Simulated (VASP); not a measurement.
# InP in VASP: how settings move the r2SCAN single point

The r2SCAN single point of InP built on the zincblende prototype, under -3.0 % equal strain in all directions is repeated with altered inputs. Which of them can be trusted?

Program: VASP 6.6.1. PAW datasets, plane waves. No spin polarisation (in the reference) and no zero-point or thermal motion.

## 1. The system as given

The cell comes from an earlier relaxation with r2SCAN in another program. Some of the altered inputs switch spin polarisation on.

It is cubic, F-43m (No. 216); a = 5.730 Å in the conventional setting, 23.52 Å³ an atom. Around In lie 4 P at 2.48 Å; around P lie 4 In at 2.48 Å.

Structure file:

```cif
data_structure
_symmetry_space_group_name_H-M 'P 1'
_symmetry_Int_Tables_number 1
_cell_length_a 4.0520
_cell_length_b 4.0520
_cell_length_c 4.0520
_cell_angle_alpha 60.000
_cell_angle_beta 60.000
_cell_angle_gamma 60.000
_cell_volume 47.04
loop_
_atom_site_label
_atom_site_type_symbol
_atom_site_fract_x
_atom_site_fract_y
_atom_site_fract_z
_atom_site_occupancy
In1 In 0.00000 0.00000 0.00000 1
P1 P 0.25000 0.25000 0.25000 1
```

## 2. Baseline

INCAR reads:

```
ENCUT = 520.000000
SIGMA = 0.010000
EDIFF = 1.00e-07
ALGO = Normal
METAGGA = R2SCAN
PREC = Accurate
IBRION = -1
ISIF = 2
ISMEAR = 0
NBANDS = 16
NELM = 120
NSW = 0
LASPH = .TRUE.
LCHARG = .FALSE.
LWAVE = .FALSE.
LREAL = .FALSE.
```

KPOINTS reads:

```
KPOINTS created by Atomic Simulation Environment
0
Gamma
8 8 8
0 0 0
```

POSCAR reads:

```
In P
 1.0000000000000000
     0.0000000000000000    2.8651740058000001    2.8651740058000001
     2.8651740058000001    0.0000000000000000    2.8651740058000001
     2.8651740058000001    2.8651740058000001    0.0000000000000000
 In  P
   1   1
Cartesian
  0.0000000000000000  0.0000000000000000  0.0000000000000000
  1.4325870029000001  1.4325870029000001  1.4325870029000001
```

A file KPOINTS_OPT adds named points for the levels; it doesn't enter the self-consistent loop.

Potentials: the recommended PBE PAW datasets, 18 valence electrons.

Started as:

```console
> mpirun -np 1 vasp_std
```

## 3. Variant 1

INCAR, as its differences from that of step 2:

```diff
@@ -10,3 +10,2 @@
 NBANDS = 16
-NELM = 120
 NSW = 0
@@ -16 +15,4 @@
 LREAL = .FALSE.
+ISPIN = 2
+MAGMOM = 0.5 0.5
+NELM = 63
```

KPOINTS is that of step 2.

POSCAR is that of step 2.

## 4. Variant 2

INCAR, as its differences from that of step 2:

```diff
@@ -10,5 +10,3 @@
 NBANDS = 16
-NELM = 120
 NSW = 0
-LASPH = .TRUE.
 LCHARG = .FALSE.
@@ -16 +14,3 @@
 LREAL = .FALSE.
+LASPH = .FALSE.
+NELM = 97
```

KPOINTS is that of step 2.

POSCAR is that of step 2.

## 5. Variant 3

INCAR is that of step 2.

KPOINTS reads:

```
KPOINTS created by Atomic Simulation Environment
0
Monkhorst-Pack
8 8 8
0 0 0
```

POSCAR is that of step 2.

**Question.** What will these runs give? Wanted: for each run, changed; ending; energy change; pressure; electronic steps; usable.

The runs gave:

| run | changed | ending | energy change (meV/atom) | pressure (GPa) | gap on the mesh (eV; negative: overlap) | electronic steps | time | usable |
| --- | --- | --- | --- | --- | --- | --- | --- | --- |
| ref. | – | converged | 0 | 7.5 | 1.56 | 15 | 97 s | yes |
| 1 | ISPIN = 2, MAGMOM = 0.5 0.5, NELM = 63 | converged | 0.0 | 7.5 | – | 16 | 2.8 min | yes |
| 2 | LASPH = .FALSE., NELM = 97 | converged | 0.9 | 7.5 | 1.56 | 14 | 78 s | yes |
| 3 | shifted mesh | converged | -0.7 | 7.5 | 1.98 | 15 | 2.8 min | yes |

What this shows: Of 3 altered inputs, 3 gave usable results. Among the usable ones with comparable energies, «LASPH = .FALSE., NELM = 97» moves the energy most, by 0.9 meV/atom.
